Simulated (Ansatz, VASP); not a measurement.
## Two plane-wave programs on Ba

```xyz
1
Lattice="4.1201 0.0000 0.0000 -2.0601 3.5681 0.0000 0.0000 0.0000 3.8071" Properties=species:S:1:pos:R:3 pbc="T T T"
Ba    0.0000    0.0000    0.0000
```

Alike in both runs: functional PBE; k mesh 10 × 10 × 9; occupations fermi-dirac, width 0.08 eV; no spin polarisation.

Ansatz relaxed the structure, and its values are those at the end. VASP's run is a single point on that final structure, the one shown.

|  | VASP | Ansatz |
| --- | --- | --- |
| version | VASP 6.6.1 | Ansatz 0.2.0 |
| potentials or method | VASP PAW PBE potentials, release 64 (Ba_sv) | PAW with Ansatz's default frozen-core files, scalar-relativistic |
| plane-wave cutoff (eV) | 520 | 420 |
| valence electrons in the cell | 10 | 10 |

VASP gave:

* pressure (GPa): 1.1

Estimate Ansatz's values.

pressure (GPa): 1.0.

The runs have no spin-orbit coupling, so splittings on Ba are missing.
